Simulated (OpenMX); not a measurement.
# AlAs: equation of state with LDA

The system is AlAs.

```
CELL_PARAMETERS angstrom
0.00000 2.83040 2.83040
2.83040 0.00000 2.83040
2.83040 2.83040 0.00000
ATOMIC_POSITIONS crystal
As 0.75000 0.75000 0.75000
Al 0.00000 0.00000 0.00000
```

| Quantity | Value |
| --- | --- |
| Program | OpenMX 3.8.5 |
| Task | equation of state |
| Functional | LDA |
| Potentials or basis | OpenMX 2013 LDA set, As7.0-s3p2d2, Al7.0-s2p2d1, fixed grid of 45 × 45 × 45 points |
| k mesh | 9 × 9 × 9 |
| Occupations | fermi-dirac, width 0.05 eV |
| Spin | no spin polarisation |

The equilibrium volume is 22.47 Å³/atom. The bulk modulus is 76 GPa and the pressure derivative of the bulk modulus is 4.3 (rough: it moves with the points fitted).

Energy against volume, from the lowest point:
```
volume (Å³/atom)  energy (meV/atom)
          21.314              15.01
          21.768               5.00
          22.221               0.28
          22.675               0.00
          23.128               3.80
          23.582              11.43
          24.035              22.32
```

Caveat: the basis has few d functions beyond the semicore shells, which can make volumes several per cent too large; volumes in these bases differ from converged ones by about 1 %, for some elements by several; the basis of atomic orbitals isn't converged, which shifts pressures, moduli and gaps. Zero-point motion and thermal expansion aren't in these numbers.
